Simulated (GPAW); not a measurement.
Consider CaSe (Fm-3m).

```
Se Ca
1.0
     0.00000    2.95600    2.95600
     2.95600    0.00000    2.95600
     2.95600    2.95600    0.00000
Se Ca
1 1
Direct
  0.50000 0.50000 0.50000
  0.00000 0.00000 0.00000
```

Absorber: atom 1, with 6 Ca at 2.96 Å (octahedral, site symmetry m-3m). Method: GPAW, LDA, full core hole (charged cell), 12-atom cell with 7.2 Å between holes, 3×3×3 k points, dipole transitions, Gaussian full width 2.33 eV up to 4 eV, rising linearly to 3.5 eV at 25 eV.

The database entry behind the starting cell differs from later determinations by our own check (0.1 to 0.3 % short, probably kX units), so it need not match the best structure at ambient conditions.

Q: Predict the near-edge structure at the Se K edge.

Main maxima up to 29 eV above the zero (height): 6.2 eV (1.84), 15.6 eV (1.06) and 23.8 eV (1.41). A K edge sees empty p states on the absorber. 

The Se K spectrum (energy from the lowest empty level; intensity scaled to a mean of 1 over the first 20 eV):

| E (eV) | intensity |
| --- | --- |
| -2.0 | 0.00 |
| -1.5 | 0.01 |
| -1.0 | 0.03 |
| -0.5 | 0.08 |
| 0.0 | 0.16 |
| 0.5 | 0.30 |
| 1.0 | 0.49 |
| 1.5 | 0.73 |
| 2.0 | 0.99 |
| 2.5 | 1.22 |
| 3.0 | 1.38 |
| 3.5 | 1.46 |
| 4.0 | 1.51 |
| 4.5 | 1.56 |
| 5.0 | 1.66 |
| 5.5 | 1.76 |
| 6.0 | 1.83 |
| 6.5 | 1.80 |
| 7.0 | 1.65 |
| 7.5 | 1.40 |
| 8.0 | 1.10 |
| 8.5 | 0.84 |
| 9.0 | 0.65 |
| 9.5 | 0.56 |
| 10.0 | 0.53 |
| 10.5 | 0.52 |
| 11.0 | 0.53 |
| 11.5 | 0.53 |
| 12.0 | 0.55 |
| 12.5 | 0.58 |
| 13.0 | 0.65 |
| 13.5 | 0.74 |
| 14.0 | 0.85 |
| 14.5 | 0.96 |
| 15.0 | 1.03 |
| 15.5 | 1.06 |
| 16.0 | 1.06 |
| 16.5 | 1.03 |
| 17.0 | 0.99 |
| 17.5 | 0.95 |
| 18.0 | 0.94 |
| 18.5 | 0.93 |
| 19.0 | 0.95 |
| 19.5 | 0.97 |
| 20.0 | 1.00 |
| 20.5 | 1.04 |
| 21.0 | 1.08 |
| 21.5 | 1.14 |
| 22.0 | 1.22 |
| 22.5 | 1.30 |
| 23.0 | 1.37 |
| 23.5 | 1.41 |
| 24.0 | 1.41 |
| 24.5 | 1.35 |
| 25.0 | 1.27 |
| 25.5 | 1.16 |
| 26.0 | 1.05 |
| 26.5 | 0.94 |
| 27.0 | 0.86 |
| 27.5 | 0.80 |
| 28.0 | 0.76 |
| 28.5 | 0.74 |
| 29.0 | 0.74 |
| 29.5 | 0.75 |

The script folds with a Gaussian, whereas the core hole's own line is a Lorentzian, so the onset is too steep and the first peak too high. The mesh is coarse (0.35 Å⁻¹ between points), so small maxima may be mesh ripples. Lifetime broadening is put in by hand, and intensities beyond about 20 eV depend on it and on the partial waves. The structure is a published determination, not relaxed.

[Banner, clock and machine lines of the logs are left out without a mark of their own.]

[Logs are printed without paths, hosts, clocks, repeated set-up lines and the standing remarks that a program may print on its own settings, such as how far it seeks lower states.]

[Hosts, paths, dates, database ids (printed as entryN), source tags and the programs' standing remarks are cut or masked in the printed files.]

[Lists of maxima count a maximum above −3 eV only where it reaches 4 % of the highest in the window and stands out from its surroundings by 2 % of it (1.5 % where it reaches 55 %); shoulders and weaker maxima are passed over, and of the rest the first, up to two pre-edge ones and the few strongest are named.]
